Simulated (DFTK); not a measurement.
# Ge (P-3m1) in DFTK: reference runs

Reference runs on Ge: the cell as given.

Program: DFTK 0.8.2. These are calculated values, not measurements. Logs are shortened: lines on timing, memory, paths and dates and some standing lists are left out, and cuts for length are marked.

## Step 1: The structure

Symmetry: P-3m1, No. 164, trigonal system. Conventional cell: a = 4.090 Å, b = 4.090 Å, c = 3.327 Å, α = 90.00°, β = 90.00°, γ = 120.00°. Ge (site symmetry 3m) is surrounded by 3 Ge at 2.54 Å.

The cell was built by a generator and needn't be a form met in nature.

## Step 2: Single point, PBE

Input file run.jl:

```julia
using DFTK
using PseudoPotentialData
using Unitful, UnitfulAtomic
using LinearAlgebra, Printf
include("save.jl")
disable_threading()

# lattice vectors are the columns
lattice = austrip(1u"Å") * [       4.09041        -2.0452            0.0;
                      0.0         3.5424            0.0;
                      0.0            0.0        3.32658]
symbols   = [:Ge, :Ge]
positions = [[0.66667, 0.33333, 0.14086],
             [0.33333, 0.66667, 0.85914]]
pseudopotentials = PseudoFamily("dojo.nc.sr.pbe.v0_4_1.standard.upf")
elements = Dict(s => ElementPsp(s, pseudopotentials) for s in unique(symbols))
atoms    = [elements[s] for s in symbols]

build_model(lattice, positions; symmetries=true) =
    model_DFT(lattice, atoms, positions;
              functionals=PBE(),
              temperature=austrip(0.05u"eV"),
              smearing=Smearing.FermiDirac(),
              symmetries)
Ecut  = 39.0  # hartree
kgrid = [8, 8, 8]
tol   = 1e-6
to_GPa = ustrip(uconvert(u"GPa", 1u"hartree/bohr^3"))

model = build_model(lattice, positions)
basis = PlaneWaveBasis(model; Ecut, kgrid)
display(basis)
scfres = self_consistent_field(basis;
                               tol,
                               nbandsalg=AdaptiveBands(model; n_bands_converge=19))
display(scfres.energies)
@printf "Fermi level: %.6f eV\n" ustrip(auconvert(u"eV", something(scfres.εF, NaN)))
forces = compute_forces_cart(scfres)
println("Forces (eV/Å)")
for (s, f) in zip(symbols, forces)
    @printf "%-3s %12.6f %12.6f %12.6f\n" s ustrip.(auconvert.(u"eV/Å", f))...
end
stress = compute_stresses_cart(scfres)
println("Stress (GPa)")
display(round.(stress * to_GPa; digits=4))
println("Levels at the first k-point (eV): ", round.(ustrip.(auconvert.(u"eV", scfres.eigenvalues[1][1:scfres.n_bands_converge])); digits=4))
save_scf!(scfres; forces, stress)
```

Potentials or basis: dojo.nc.sr.pbe.v0_4_1.standard.upf (PBE).

Launch:

```sh
$ julia --threads=1 run.jl  # save.jl only writes the numbers to a file and isn't shown; printed stress counts tension as positive; times include loading and compiling
```

Standard output:

```text
PlaneWaveBasis discretization:

    Ecut                 : 39.0 Ha
    fft_size             : (45, 45, 40), 81000 total points
    kgrid                : MonkhorstPack([8, 8, 8])
    num.   red. kpoints  : 512
    num. irred. kpoints  : 150

    Discretized Model(gga_x_pbe+gga_c_pbe, 3D):
        lattice (in Bohr)    : [7.72975   , -3.86487  , 0         ]
                               [0         , 6.69417   , 0         ]
                               [0         , 0         , 6.28633   ]
        unit cell volume     : 325.28 Bohr³

        atoms                : Ge₂
        pseudopot. family    : PseudoFamily("dojo.nc.sr.pbe.v0_4_1.standard.upf")

        num. electrons       : 28
        spin polarization    : none
        temperature          : 0.0018375 Ha
        smearing             : DFTK.Smearing.FermiDirac()

        terms                : Kinetic()
                               AtomicLocal()
                               AtomicNonlocal()
                               Ewald(nothing)
                               PspCorrection()
                               Hartree()
                               Xc(gga_x_pbe, gga_c_pbe)
                               Entropy()
n     Energy            log10(ΔE)   log10(Δρ)   Diag   Δtime
---   ---------------   ---------   ---------   ----   ------
  1   -178.6178025351                   -1.10    4.7    30.4s
  2   -178.6198165182       -2.70       -1.55    1.0    12.9s
  3   -178.6202472550       -3.37       -1.84    2.0    18.2s
  4   -178.6202564830       -5.03       -2.17    1.0    13.7s
  5   -178.6202687840       -4.91       -2.50    1.1    13.0s
  6   -178.6202710204       -5.65       -3.03    1.9    16.5s
  7   -178.6202713607       -6.47       -3.35    1.4    13.0s
  8   -178.6202714459       -7.07       -4.12    1.9    16.4s
  9   -178.6202714515       -8.25       -4.77    2.4    19.6s
 10   -178.6202714516       -9.95       -5.16    2.0    15.1s
 11   -178.6202714516      -10.66       -5.90    2.0    18.2s
 12   -178.6202714516      -11.84       -6.51    2.2    15.1s
Energy breakdown (in Ha):
    Kinetic             134.0047788
    AtomicLocal         -135.9806053
    AtomicNonlocal      -94.2860458
    Ewald               -98.7045999
    PspCorrection       5.3216651
    Hartree             54.6101978
    Xc                  -43.5853479
    Entropy             -0.0003142

    total               -178.620271451647
Fermi level: 3.339023 eV
Forces (eV/Å)
Ge     -0.000243     0.000214     0.011698
Ge      0.000243    -0.000214    -0.011698
Stress (GPa)
3×3 StaticArraysCore.SMatrix{3, 3, Float64, 9} with indices SOneTo(3)×SOneTo(3):
  0.2122  -0.0007   0.0009
 -0.0007   0.2114  -0.0005
  0.0009  -0.0005   4.1963
Levels at the first k-point (eV): [-21.2952, -21.2952, -21.2424, -21.2283, -21.2283, -21.2216, -21.1143, -21.1143, -21.0744, -21.0744, -8.5744, 0.7775, 2.2972, 2.2975, 5.7165, 6.3244, 6.3247, 6.6044, 10.1257]
```

Run time: 5.8 min. Hardware: 1 thread of AMD EPYC 9R45 (Zen 5), shared host; peak memory 3.2 GiB.

Results:

* Free energy: -4860.5052 eV
* Pressure: -1.5 GPa
* Largest force: 0.012 eV/Å
* Band gap on the k mesh: none (metal or under the smearing width)

Forces in eV/Å, atoms in the order of the input:
```
Ge   0.000  0.000  0.012
Ge   0.000  0.000 -0.012
```
